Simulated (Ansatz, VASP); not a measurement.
## Two plane-wave programs on Te2Mo

```
Te Mo
1.0
     3.50388    0.00000    0.00000
    -1.75194    3.03445    0.00000
     0.00000    0.00000   24.76772
Te Mo
4 2
Direct
  0.33333 0.66667 0.18169
  0.33333 0.66667 0.32827
  0.66667 0.33333 0.45900
  0.66667 0.33333 0.60554
  0.66667 0.33333 0.25493
  0.00000 0.00000 0.53218
```

Alike in both runs: functional PBE; dispersion D3(BJ); k mesh 9 × 9 × 1; occupations gaussian, width 0.05 eV; no spin polarisation.

Ansatz relaxed the structure, and its values are those at the end. VASP's run is a single point on that final structure, the one shown.

```csv
,VASP,Ansatz
version,VASP 6.6.1,Ansatz 0.2.0
potentials or method,"VASP PAW PBE potentials, release 64 (Te, Mo_sv)","scalar-relativistic, plane waves, PAW"
plane-wave cutoff (eV),520,420
valence electrons in the cell,52,92
```

```tsv
	VASP	Ansatz	Ansatz less VASP
gap on the k mesh at the Fermi level (eV)	0.92	0.93	+0.006
least direct gap on the mesh (eV)	1.10	1.10	0.000
rms of the force components (eV/Å)	0.007	0.000	-0.0068
```

The two sets of potentials don't hold the same shells in valence.

Caveats: spin-orbit coupling is left out, which moves the levels of the heavy elements.
